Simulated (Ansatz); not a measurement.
**PbSe: shifting one sublattice**

Aim: for PbSe, map the energy as every Se atom is pushed off its site.

Computed with Ansatz 0.2.0 (DFT r2SCAN, scalar-relativistic, plane waves, PAW, unless a step's input says otherwise).

## Step 1: Starting point

The structure is cubic, space group Fm-3m (No. 225). Conventional cell: a = 6.124 Å, b = 6.124 Å, c = 6.124 Å, α = 90.00°, β = 90.00°, γ = 90.00°. Around Pb (site symmetry m-3m) lie 6 Se at 3.06 Å. Se (site symmetry m-3m) is surrounded by 6 Pb at 3.06 Å.

As a file:

```cif
data_structure
_symmetry_space_group_name_H-M 'P 1'
_symmetry_Int_Tables_number 1
_cell_length_a 4.3305
_cell_length_b 4.3305
_cell_length_c 4.3305
_cell_angle_alpha 60.000
_cell_angle_beta 60.000
_cell_angle_gamma 60.000
_cell_volume 57.43
loop_
_atom_site_label
_atom_site_type_symbol
_atom_site_fract_x
_atom_site_fract_y
_atom_site_fract_z
_atom_site_occupancy
Pb1 Pb 0.00000 0.00000 0.00000 1
Se1 Se 0.50000 0.50000 0.50000 1
```

No relaxation comes first: the listed cell is the starting point.

## Step 2: The reference cell

The reference gives a free energy of -17400.3261 eV, pressure 1.43 GPa, largest force 0.000 eV/Å and gap on the mesh 0.58 eV. It was computed beforehand with the settings of the runs below.

## Step 3: Setting up shifting one sublattice

Every Se atom is moved by x along the Cartesian unit vector (1.000, 0.000, 0.000); the cell and all other atoms stay fixed. Forces below are components along that vector, summed over the moved atoms.

## Step 4: Point x = -0.300 Å

File input.yaml:

```yaml
crystal:
  lattice:
    - [0.0, 3.06215, 3.06215]
    - [3.06215, 0.0, 3.06215]
    - [3.06215, 3.06215, 0.0]
  atoms:
    - { symbol: Pb, position: [0.0, 0.0, 0.0] }
    - { symbol: Se, position: [0.5489851901, 0.4510148099, 0.4510148099] }
basis:
  ecutwfc: 500
kpoints:
  mp_grid: { grid: [10, 10, 10] }
hamiltonian:
  xc: r2scan
scf:
  occupations: { method: gaussian, width: 0.05 }
output:
  forces: true
  stress: true
  eigenvalues: true
```

Started as:

```bash
> ansatz run input.yaml --threads 1 --pin off --max-ram 2560MiB --backend cpu --events-out ev --progress --plain --runs-dir out
```

## Step 5: x = 0.225 Å

input.yaml, as its differences from that of step 4:

```diff
@@ -7,3 +7,3 @@
     - { symbol: Pb, position: [0.0, 0.0, 0.0] }
-    - { symbol: Se, position: [0.5489851901, 0.4510148099, 0.4510148099] }
+    - { symbol: Se, position: [0.4632611074, 0.5367388926, 0.5367388926] }
 basis:
@@ -20 +20,5 @@
   eigenvalues: true
+  write_density: true
+  write_potential: true
+  elf: true
+  volumetric_format: npy
```

## Step 6: Point x = -0.150 Å

input.yaml, as its differences from that of step 5:

```diff
@@ -7,3 +7,3 @@
     - { symbol: Pb, position: [0.0, 0.0, 0.0] }
-    - { symbol: Se, position: [0.4632611074, 0.5367388926, 0.5367388926] }
+    - { symbol: Se, position: [0.5244925951, 0.4755074049, 0.4755074049] }
 basis:
@@ -20,5 +20 @@
   eigenvalues: true
-  write_density: true
-  write_potential: true
-  elf: true
-  volumetric_format: npy
```

## Step 7: x = 0.075 Å

input.yaml, as its differences from that of step 6:

```diff
@@ -7,3 +7,3 @@
     - { symbol: Pb, position: [0.0, 0.0, 0.0] }
-    - { symbol: Se, position: [0.5244925951, 0.4755074049, 0.4755074049] }
+    - { symbol: Se, position: [0.4877537025, 0.5122462975, 0.5122462975] }
 basis:
```

## Step 8: Point x = 0.263 Å

input.yaml, as its differences from that of step 7:

```diff
@@ -7,3 +7,3 @@
     - { symbol: Pb, position: [0.0, 0.0, 0.0] }
-    - { symbol: Se, position: [0.4877537025, 0.5122462975, 0.5122462975] }
+    - { symbol: Se, position: [0.4571379586, 0.5428620414, 0.5428620414] }
 basis:
```

## Step 9: x = 0.188 Å

input.yaml, as its differences from that of step 8:

```diff
@@ -7,3 +7,3 @@
     - { symbol: Pb, position: [0.0, 0.0, 0.0] }
-    - { symbol: Se, position: [0.4571379586, 0.5428620414, 0.5428620414] }
+    - { symbol: Se, position: [0.4693842562, 0.5306157438, 0.5306157438] }
 basis:
```

## Step 10: At x = 0.113 Å

input.yaml, as its differences from that of step 9:

```diff
@@ -7,3 +7,3 @@
     - { symbol: Pb, position: [0.0, 0.0, 0.0] }
-    - { symbol: Se, position: [0.4693842562, 0.5306157438, 0.5306157438] }
+    - { symbol: Se, position: [0.4816305537, 0.5183694463, 0.5183694463] }
 basis:
@@ -20 +20,5 @@
   eigenvalues: true
+  write_density: true
+  write_potential: true
+  elf: true
+  volumetric_format: npy
```

## Step 11: Point x = 0.037 Å

input.yaml, as its differences from that of step 10:

```diff
@@ -7,3 +7,3 @@
     - { symbol: Pb, position: [0.0, 0.0, 0.0] }
-    - { symbol: Se, position: [0.4816305537, 0.5183694463, 0.5183694463] }
+    - { symbol: Se, position: [0.4938768512, 0.5061231488, 0.5061231488] }
 basis:
@@ -20,5 +20 @@
   eigenvalues: true
-  write_density: true
-  write_potential: true
-  elf: true
-  volumetric_format: npy
```

(Steps that only read results are left out.)

Q: Predict the outcome of this session.

**Answer**, as computed:

| quantity | value |
| --- | --- |
| force constant along x, from the points at -0.150, 0 and 0.037 Å | 0.52 eV/Å² |

In words: The restoring force grows by 0.52 eV/Å per Å near the site. The step of 0.15 Å is wide, so anharmonic terms mix in. The undisturbed cell stays the lowest of the sampled points. The gap on the mesh stays between 0.58 and 1.11 eV. Spin-orbit coupling is left out, which matters for the bands of Pb.
